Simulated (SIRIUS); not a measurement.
**Ta under changes of volume**

One of the cells (19.195 Å³/atom); the others are scaled copies at fixed shape and fractional positions:

```
CELL_PARAMETERS angstrom
2.91958 0.00000 0.00000
-1.45979 2.52843 0.00000
0.00000 0.00000 5.20049
ATOMIC_POSITIONS crystal
Ta 0.33333 0.66667 0.25000
Ta 0.66667 0.33333 0.75000
```

This isn't the form of Ta at room conditions, which is bcc.

* Program: SIRIUS 7.10.0
* Functional: PBE
* Potentials or basis: PseudoDojo 0.4.1 PBE standard (scalar relativistic)
* Cutoff: 807 eV
* Density cutoff: 3227 eV
* k mesh: 11 × 11 × 5
* Occupations: fermi-dirac, width 0.05 eV
* Spin: no spin polarisation

```csv
volume (Å³/atom),energy over the lowest point (meV/atom),pressure (GPa)
17.689,33.69,12.0
18.066,11.52,7.2
18.442,0.00,2.9
19.195,5.03,-4.6
19.571,?,?
19.948,41.81,-10.7
```

Q: What does the run at 19.571 Å³/atom give?

A: Energy over the lowest point 19.83 meV/atom; pressure -7.8 GPa.

Worked out: A Birch-Murnaghan fit of order 3 (a polynomial in V^(-2/3)) to the other rows has its minimum at 18.71 Å³/atom with B0 = V·E''(V) = 190 GPa and B' = 3.9 at fixed shape and positions, which overstates the stiffness. It gives 19.80 meV/atom at 19.571 Å³/atom, against the run's 19.83, and -dE/dV = -7.9 GPa, against -7.8.

Energies are extrapolated to zero smearing.
